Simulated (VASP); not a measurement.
# SnS (Pnma) in VASP: a series of runs, part 2 of 2

VASP 6.6.1. Earlier steps stand in the parts before.

## 3. Relaxation of cell and atoms, PBE+D3(BJ)

This run uses another cell than the first one, of 24.19 Å³/atom, 1.033 times its volume.

Input file INCAR:

```
SYSTEM = SnS
PREC     = Accurate       ! precision mode
ENCUT    = 600            ! plane-wave cutoff, eV
EDIFF    = 1E-6           ! SCF threshold, eV
ISMEAR   = 0              ! smearing method
SIGMA    = 0.03           ! smearing width, eV
LREAL    = .False.        ! projectors in reciprocal space
LASPH    = .True.         ! aspherical terms in the spheres
NELM     = 80             ! most SCF steps
ALGO     = Normal         ! electronic algorithm
ISIF     = 3              ! what is computed and relaxed
LWAVE    = .False.        ! write WAVECAR
LCHARG   = .False.        ! write CHGCAR
GGA      = PE             ! functional
IVDW     = 12             ! dispersion correction
IBRION   = 2              ! ionic algorithm
NSW      = 90             ! ionic steps
EDIFFG   = -0.01          ! ionic threshold
KPAR     = 2
```

Input file KPOINTS:

```
regular mesh
0
Gamma
  4 8 6
  0 0 0
```

Input file POSCAR:

```
SnS
1.0
   11.2000000000      0.0000000000      0.0000000000
    0.0000000000      3.9870000000      0.0000000000
    0.0000000000      0.0000000000      4.3340000000
Sn S
4 4
Direct
    0.1194000000      0.2500000000      0.1198000000
    0.3806000000      0.7500000000      0.6198000000
    0.6194000000      0.2500000000      0.3802000000
    0.8806000000      0.7500000000      0.8802000000
    0.8508000000      0.2500000000      0.4793000000
    0.6492000000      0.7500000000      0.9793000000
    0.3508000000      0.2500000000      0.0207000000
    0.1492000000      0.7500000000      0.5207000000
```

Potentials or basis: VASP PAW PBE potentials, release 64 (Sn_d, S).

The run is started by

```bash
> cat potpaw_PBE.64/Sn_d/POTCAR potpaw_PBE.64/S/POTCAR > POTCAR
> mpirun -np 2 vasp_std > vasp.out
```

OUTCAR:

```text
SYSTEM = SnS
   PREC = Accurate
   ENCUT = 600
   EDIFF = 1E-6
   ISMEAR = 0
   LREAL = .False.
   LASPH = .True.
   NELM = 80
   ISIF = 3
   GGA = PE
   IVDW = 12
   IBRION = 2
   NSW = 90
   EDIFFG = -0.01
 IVDW          = 12

 ion  position               nearest neighbor table
   1  0.119  0.250  0.120-   7 2.63   8 2.67   8 2.67   4 3.49   4 3.49
   2  0.381  0.750  0.620-   8 2.63   7 2.67   7 2.67   3 3.49   3 3.49
   3  0.619  0.250  0.380-   5 2.63   6 2.67   6 2.67   2 3.49   2 3.49
   4  0.881  0.750  0.880-   6 2.63   5 2.67   5 2.67   1 3.49   1 3.49
   5  0.851  0.250  0.479-   3 2.63   4 2.67   4 2.67
   6  0.649  0.750  0.979-   4 2.63   3 2.67   3 2.67
   7  0.351  0.250  0.021-   1 2.63   2 2.67   2 2.67
   8  0.149  0.750  0.521-   2 2.63   1 2.67   1 2.67

  LATTYP: Found a simple orthorhombic cell.
 ALAT       =     3.9870000000
 B/A-ratio  =     1.0870328568
 C/A-ratio  =     2.8091296714

  Lattice vectors:

 A1 = (   0.0000000000,   3.9870000000,   0.0000000000)
 A2 = (   0.0000000000,   0.0000000000,   4.3340000000)
 A3 = (  11.2000000000,   0.0000000000,   0.0000000000)

Analysis of symmetry for initial positions (statically):
=====================================================================
 Subroutine PRICEL returns:
 Original cell was already a primitive cell.

 Routine SETGRP: Setting up the symmetry group for a
 simple orthorhombic supercell.

 Subroutine GETGRP returns: Found  8 space group operations
 (whereof  2 operations were pure point group operations)
 out of a pool of  8 trial point group operations.

The static configuration has the point symmetry S_2 .
 The point group associated with its full space group is D_2h.

Analysis of symmetry for dynamics (positions and initial velocities):
=====================================================================
 Subroutine PRICEL returns:
 Original cell was already a primitive cell.

 Routine SETGRP: Setting up the symmetry group for a
 simple orthorhombic supercell.

 Subroutine GETGRP returns: Found  8 space group operations
 (whereof  2 operations were pure point group operations)
[... 134 lines left out ...]
     AMIX     =   0.40;   BMIX     =  1.00
     AMIX_MAG =   1.60;   BMIX_MAG =  1.00
  volume/ion in A,a.u.               =      24.19       163.25
  Fermi-wavevector in a.u.,A,eV,Ry     =   1.219515  2.304549 20.234810  1.487217
  Thomas-Fermi vector in A             =   2.354764
   LORBIT       =      0    0 simple, 1 ext, 2 COOP (PROOUT), +10 PAW based schemes
   GGA     = PE    functional components
   LHFCALC =     F    Hartree Fock is set to
   AEXX    =    0.0000 exact exchange contribution
   IVDW    =    12    specifies the selected vdW correction
   LEPSILON=     F    determine dielectric tensor
   LRPA    =     F    only Hartree local field effects (RPA)
 conjugate gradient relaxation of ions
 non-spin polarized calculation
 Gauss-broadening in eV      SIGMA  =   0.03
  energy-cutoff  :      600.00
  volume of cell :      193.53
 maximum number of plane-waves:      6488
 NGX is ok and might be reduce to    90
   NGX = 45   NGY = 15   NGZ = 17

--------------------------------------- Ionic step        1  -------------------------------------------

 number of electron      80.0000006 magnetization

 Free energy of the ion-electron system (eV)
  ---------------------------------------------------
  ext. energy  EPLUGINS =         0.00000000
  ---------------------------------------------------
  free energy    TOTEN  =       -35.39894159 eV

  energy without entropy =      -35.39894159  energy(sigma->0) =      -35.39894159

------------------------ aborting loop because EDIFF is reached ----------------------------------------

 Edisp (eV)   -2.72778

 E8    (eV) :    -1.1821
[... 123 lines left out ...]
  FREE ENERGIE OF THE ION-ELECTRON SYSTEM (eV)
  ---------------------------------------------------
  free  energy   TOTEN  =       -38.1349641025 eV

  energy  without entropy=      -38.1349641025  energy(sigma->0) =      -38.13496410

[... ionic steps 4 to 12 ...]

--------------------------------------- Ionic step       13  -------------------------------------------

 number of electron      79.9999998 magnetization

------------------------ aborting loop because EDIFF is reached ----------------------------------------
[... 87 lines left out ...]
--------------------------------------- Ionic step       15  -------------------------------------------

 number of electron      80.0000006 magnetization

 Free energy of the ion-electron system (eV)
  ---------------------------------------------------
  ext. energy  EPLUGINS =         0.00000000
  ---------------------------------------------------
  free energy    TOTEN  =       -35.36445935 eV

  energy without entropy =      -35.36445935  energy(sigma->0) =      -35.36445935

 E-fermi :   6.5860     XC(G=0):  -9.9522

 val. band max:        6.4223664964   @ k =   0.5000   0.0000   0.5000
 cond. band min:       7.2812111262   @ k =   0.0000   0.0000   0.0000
 fundamental gap:      0.8588446298
 Fermi energy:         6.5860049201

 k-point     1 :       0.0000    0.0000    0.0000
  band No.  band energies     occupation
      1     -14.8835      2.00000
      2     -14.8662      2.00000
      3     -14.8628      2.00000
      4     -14.8573      2.00000
      5     -14.8511      2.00000
      6     -14.8461      2.00000
[... 1213 lines left out ...]
     47      10.0875      0.00000
     48      10.0875      0.00000

 [... further k-points ...]

------------------------ aborting loop because EDIFF is reached ----------------------------------------

 Edisp (eV)   -2.77959

 E8    (eV) :    -1.2038
[... 31 lines left out ...]
  FREE ENERGIE OF THE ION-ELECTRON SYSTEM (eV)
  ---------------------------------------------------
  free  energy   TOTEN  =       -38.1440447589 eV

  energy  without entropy=      -38.1440447589  energy(sigma->0) =      -38.14404476

 reached required accuracy - stopping structural energy minimisation
```

OSZICAR:

```text
N       E                     dE             d eps       ncg     rms          rms(c)
DAV:   1     0.955868453530E+03    0.95587E+03   -0.40195E+04  6256   0.244E+03
DAV:   2     0.135953882140E+03   -0.81991E+03   -0.79492E+03  5792   0.701E+02
DAV:   3    -0.246852451215E+02   -0.16064E+03   -0.15440E+03  6904   0.226E+02
[... 126 lines left out ...]
DAV:   2    -0.353645541568E+02   -0.78754E-03   -0.95475E-03  8720   0.640E-01    0.655E-02
DAV:   3    -0.353644961694E+02    0.57987E-04   -0.15040E-04  7176   0.864E-02    0.452E-02
DAV:   4    -0.353644604543E+02    0.35715E-04   -0.71084E-05  7704   0.705E-02    0.137E-02
DAV:   5    -0.353644593887E+02    0.10656E-05   -0.24845E-05  6416   0.319E-02    0.762E-03
DAV:   6    -0.353644593509E+02    0.37851E-07   -0.13130E-06  3576   0.972E-03
  15 F= -.38144045E+02 E0= -.38144045E+02  d E =-.241875E-03
```

Run time: 28 min. Hardware: 2 MPI ranks of Intel Xeon Platinum 8488C (Sapphire Rapids), shared host; peak memory 0.66 GiB.

What came out:

```yaml
Free_energy: -38.1440 eV
Relaxed_volume: 23.74 Å³/atom
Relaxed_cell: a = 11.136 Å, b = 3.998 Å, c = 4.266 Å, α = 90.00°, β = 90.00°, γ = 90.00°
Space_group_after_relaxing_to_0.05_Å: Pnma (No. 62)
Energy_gained_by_relaxing: 2.2 meV/atom
Ionic_steps: 15
Pressure_after_relaxing: 0.0 GPa
Largest_force_after_relaxing: 0.007 eV/Å
Band_gap_on_the_k_mesh: 0.86 eV, indirect (least direct gap 1.17 eV)
Dispersion_energy_per_atom: -0.347 eV
```

Forces in eV/Å, atoms in the order of the input:
```
Sn  -0.001  0.000 -0.007
Sn   0.001  0.000 -0.007
Sn  -0.001  0.000  0.007
Sn   0.001  0.000  0.007
S    0.001  0.000  0.002
S   -0.001  0.000  0.002
S    0.001  0.000 -0.002
S   -0.001  0.000 -0.002
```

The path:
```tsv
step	energy change (eV)	largest force (eV/Å)	pressure (GPa)	volume (Å³)
1	0.0000	0.1412	-0.01	193.53
2	-0.0056	0.0792	-0.24	193.48
3	-0.0082	0.0312	-0.54	193.41
4	-0.0116	0.0292	-0.37	192.41
5	-0.0148	0.0325	0.17	189.40
6	-0.0150	0.0312	0.07	190.01
7	-0.0158	0.0240	0.04	190.02
8	-0.0162	0.0182	0.01	190.03
9	-0.0165	0.0163	0.01	190.06
10	-0.0169	0.0179	-0.02	190.14
11	-0.0169	0.0185	-0.04	190.15
12	-0.0171	0.0156	0.02	189.96
13	-0.0171	0.0169	0.06	189.84
14	-0.0172	0.0144	0.04	189.86
15	-0.0173	0.0067	0.00	189.91
```

Final structure:
```yaml
crystal:
  lattice:
    - [11.13645, 0.00000, 0.00000]
    - [0.00000, 3.99782, 0.00000]
    - [0.00000, 0.00000, 4.26568]
  atoms:
    - { symbol: Sn, position: [0.11814, 0.25000, 0.11412] }
    - { symbol: Sn, position: [0.38186, 0.75000, 0.61412] }
    - { symbol: Sn, position: [0.61814, 0.25000, 0.38588] }
    - { symbol: Sn, position: [0.88186, 0.75000, 0.88588] }
    - { symbol: S, position: [0.85310, 0.25000, 0.47336] }
    - { symbol: S, position: [0.64690, 0.75000, 0.97335] }
    - { symbol: S, position: [0.35310, 0.25000, 0.02664] }
    - { symbol: S, position: [0.14690, 0.75000, 0.52665] }
```

Caveat: spin-orbit coupling is left out, which moves the levels of the heavy elements. A k mesh can miss the band edges.

## 4. Relaxation of cell and atoms, PBE+D3(BJ)

This run uses another cell than the first one, of 23.74 Å³/atom, 1.014 times its volume.

INCAR: that of step 3 with these lines changed.

```diff
@@ -3,3 +3,3 @@
 ENCUT    = 600            ! plane-wave cutoff, eV
-EDIFF    = 1E-6           ! SCF threshold, eV
+EDIFF    = 1E-7           ! SCF threshold, eV
 ISMEAR   = 0              ! smearing method
@@ -17,3 +17,3 @@
 NSW      = 90             ! ionic steps
-EDIFFG   = -0.01          ! ionic threshold
+EDIFFG   = -0.005         ! ionic threshold
 KPAR     = 2
```

KPOINTS is that of step 3.

Input file POSCAR:

```
SnS                                     
1.0
   11.1364472593      0.0000000000      0.0000000000
    0.0000000000      3.9978213019     -0.0000000000
    0.0000000000      0.0000000000      4.2656801849
  Sn              S             
     4     4
Direct
     0.1181411437418799    0.2500000000000000    0.1141225744037166
     0.3818588562581201    0.7500000000000000    0.6141225744037168
     0.6181411437418800    0.2500000000000000    0.3858774255962836
     0.8818588562581200    0.7500000000000000    0.8858774255962832
     0.8530991125598034    0.2500000000000000    0.4733550699227452
     0.6469008874401966    0.7500000000000000    0.9733550699227452
     0.3530991125598034    0.2500000000000000    0.0266449300772548
     0.1469008874401967    0.7500000000000000    0.5266449300772548
```

The run is started by

```bash
> cat potpaw_PBE.64/Sn_d/POTCAR potpaw_PBE.64/S/POTCAR > POTCAR
> mpirun -np 2 vasp_std > vasp.out
```

It took 33 min on 2 MPI ranks of Intel Xeon Platinum 8488C (Sapphire Rapids), shared host; peak memory 0.67 GiB.

The run converged. Its results:

| Quantity | Value |
| --- | --- |
| Free energy | -38.1440 eV |
| Relaxed volume | 23.73 Å³/atom |
| Relaxed cell | a = 11.153 Å, b = 4.001 Å, c = 4.255 Å, α = 90.00°, β = 90.00°, γ = 90.00° |
| Space group after relaxing (to 0.05 Å) | Pnma (No. 62) |
| Energy gained by relaxing | 0.0 meV/atom |
| Ionic steps | 18 |
| Pressure after relaxing | 0.0 GPa |
| Largest force after relaxing | 0.005 eV/Å |
| Band gap on the k mesh | 0.83 eV, indirect (least direct gap 1.17 eV) |
| Dispersion energy per atom | -0.348 eV |

Forces on the atoms (eV/Å):
```
Sn  -0.002  0.000  0.000
Sn   0.002  0.000  0.000
Sn  -0.002  0.000  0.000
Sn   0.002  0.000  0.000
S    0.004  0.000  0.003
S   -0.004  0.000  0.003
S    0.004  0.000 -0.003
S   -0.004  0.000 -0.003
```

Step by step:
| step | energy change (eV) | largest force (eV/Å) | pressure (GPa) | volume (Å³) |
| --- | --- | --- | --- | --- |
| 1 | 0.0000 | 0.0070 | 0.01 | 189.91 |
| 2 | 0.0000 | 0.0070 | -0.01 | 189.95 |
| 3 | 0.0000 | 0.0072 | -0.01 | 189.95 |
| 4 | 0.0000 | 0.0077 | -0.02 | 189.97 |
| 5 | 0.0000 | 0.0072 | 0.00 | 189.93 |
| 6 | -0.0001 | 0.0069 | 0.01 | 189.88 |
| 7 | -0.0001 | 0.0072 | 0.05 | 189.78 |
| 8 | -0.0001 | 0.0072 | 0.03 | 189.83 |
| 9 | -0.0001 | 0.0059 | 0.03 | 189.84 |
| 10 | -0.0001 | 0.0034 | 0.01 | 189.87 |
| 11 | -0.0001 | 0.0094 | -0.01 | 189.94 |
| 12 | -0.0001 | 0.0071 | 0.00 | 189.91 |
| 13 | -0.0001 | 0.0066 | -0.01 | 189.92 |
| 14 | -0.0002 | 0.0051 | -0.01 | 189.93 |
| 15 | -0.0002 | 0.0026 | -0.02 | 189.96 |
| 16 | -0.0002 | 0.0069 | 0.02 | 189.82 |
| 17 | -0.0002 | 0.0058 | 0.01 | 189.85 |
| 18 | -0.0002 | 0.0048 | 0.00 | 189.83 |

Final structure:
```yaml
crystal:
  lattice:
    - [11.15299, 0.00000, 0.00000]
    - [0.00000, 4.00062, 0.00000]
    - [0.00000, 0.00000, 4.25459]
  atoms:
    - { symbol: Sn, position: [0.11849, 0.25000, 0.11089] }
    - { symbol: Sn, position: [0.38151, 0.75000, 0.61089] }
    - { symbol: Sn, position: [0.61849, 0.25000, 0.38911] }
    - { symbol: Sn, position: [0.88151, 0.75000, 0.88911] }
    - { symbol: S, position: [0.85296, 0.25000, 0.47452] }
    - { symbol: S, position: [0.64704, 0.75000, 0.97452] }
    - { symbol: S, position: [0.35296, 0.25000, 0.02548] }
    - { symbol: S, position: [0.14704, 0.75000, 0.52548] }
```

Levels at points of the mesh, in eV from the valence-band top:
| k point | band 36 | band 37 | band 38 | band 39 | band 40 | band 41 | band 42 | band 43 | band 44 | band 45 |
| --- | --- | --- | --- | --- | --- | --- | --- | --- | --- | --- |
| (0.00, 0.00, 0.00) | -2.15 | -1.94 | -1.27 | -0.78 | -0.64 | 0.83 | 3.10 | 3.13 | 3.16 | 3.49 |
| (0.50, 0.00, 0.00) | -2.35 | -2.18 | -2.18 | -0.67 | -0.67 | 2.69 | 2.69 | 2.86 | 2.86 | 4.09 |
| (0.00, 0.50, 0.00) | -2.01 | -1.00 | -1.00 | -0.77 | -0.77 | 1.21 | 1.21 | 1.73 | 1.73 | 2.07 |
| (0.50, 0.50, 0.00) | -2.37 | -0.97 | -0.97 | -0.97 | -0.97 | 1.64 | 1.64 | 1.64 | 1.64 | 2.52 |
| (0.00, 0.00, 0.50) | -1.78 | -0.90 | -0.90 | -0.07 | -0.07 | 1.49 | 1.49 | 1.92 | 1.92 | 1.95 |
| (0.50, 0.00, 0.50) | -2.12 | -0.69 | -0.69 | 0.00 | 0.00 | 1.39 | 1.39 | 1.89 | 1.89 | 2.00 |
| (0.00, 0.50, 0.50) | -3.41 | -2.49 | -2.49 | -1.54 | -1.54 | 2.79 | 2.79 | 3.03 | 3.03 | 4.61 |
| (0.50, 0.50, 0.50) | -3.98 | -1.72 | -1.72 | -1.72 | -1.72 | 2.62 | 2.62 | 2.62 | 2.62 | 4.68 |

Caveat: spin-orbit coupling is left out, which moves the levels of the heavy elements.
